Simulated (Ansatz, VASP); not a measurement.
Rh in VASP and in Ansatz

```
CELL_PARAMETERS angstrom
2.71086 0.00000 0.00000
-1.35543 2.34767 0.00000
0.00000 0.00000 4.36449
ATOMIC_POSITIONS crystal
Rh 0.66667 0.33333 0.75000
Rh 0.33333 0.66667 0.25000
```

Alike in both runs: functional PBE; k mesh 18 × 18 × 10; occupations gaussian, width 0.1 eV; no spin polarisation.

Ansatz relaxed the structure, and its values are those at the end. VASP's run is a single point on that final structure, the one shown.

```csv
,VASP,Ansatz
version,VASP 6.6.1,Ansatz 0.2.0
potentials or method,"VASP PAW PBE potentials, release 64 (Rh_pv)","scalar-relativistic, plane waves, PAW"
plane-wave cutoff (eV),520,420
valence electrons in the cell,30,34
```

```tsv
	VASP	Ansatz	Ansatz less VASP
gap on the k mesh at the Fermi level (eV)	none	none	-
pressure (GPa)	4.0	4.0	-0.07
```

A gap of «none» marks a metal or a gap that the smearing closes. The two sets of potentials don't hold the same shells in valence.
